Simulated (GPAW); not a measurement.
Here is a GPAW 26.7.0 calculation.

File run.py:

```python
from ase import Atoms
from ase.filters import FrechetCellFilter
from ase.io import write
from ase.optimize import BFGS
from ase.units import GPa
from gpaw import GPAW, PW

atoms = Atoms(['Si', 'Si'],
              cell=[[0.0, 2.7218511865, 2.7218511865],
                    [2.7218511865, 0.0, 2.7218511865],
                    [2.7218511865, 2.7218511865, 0.0]],
              scaled_positions=[[0.5, 0.5, 0.5],
                                [0.75, 0.75, 0.75]],
              pbc=True)

calc = GPAW(mode=PW(600),
            xc='revPBE',
            kpts={'size': (8, 8, 8), 'gamma': True},
            occupations={'name': 'fermi-dirac', 'width': 0.05},
            nbands=11,
            convergence={'density': 1e-05, 'forces': 0.0001},
            maxiter=150,
            txt='gpaw.txt')
atoms.calc = calc
opt = BFGS(FrechetCellFilter(atoms, scalar_pressure=-2 * GPa), trajectory='relax.traj', logfile='-')
done = opt.run(fmax=0.05, steps=100)
calc.write('gs.gpw')
write('result.traj', atoms)
print('Converged:', done)
print('Cell:', atoms.cell.cellpar().round(4))
print('Volume:', round(atoms.get_volume(), 4))
print(atoms.get_scaled_positions().round(5))
```

Potentials or basis: the program's PAW data sets (release 1.2.1) made for this functional, pw.

Command:

```bash
$ OMP_NUM_THREADS=1 python run.py
```

Question: Predict the band gap on the k mesh.

Answer: 0.75 eV, indirect (least direct gap 2.53 eV).

Question: Estimate the relaxed volume.

Answer: 21.25 Å³/atom.

Final structure:
```xyz
2
Lattice="0.0000 2.7698 2.7698 2.7698 0.0000 2.7698 2.7698 2.7698 0.0000" Properties=species:S:1:pos:R:3 pbc="T T T"
Si    2.7698    2.7698    2.7698
Si    4.1547    4.1547    4.1547
```

Caveat: later steps reuse the first step's grids. A hybrid or GW would open this gap; revPBE tends to underestimate it.
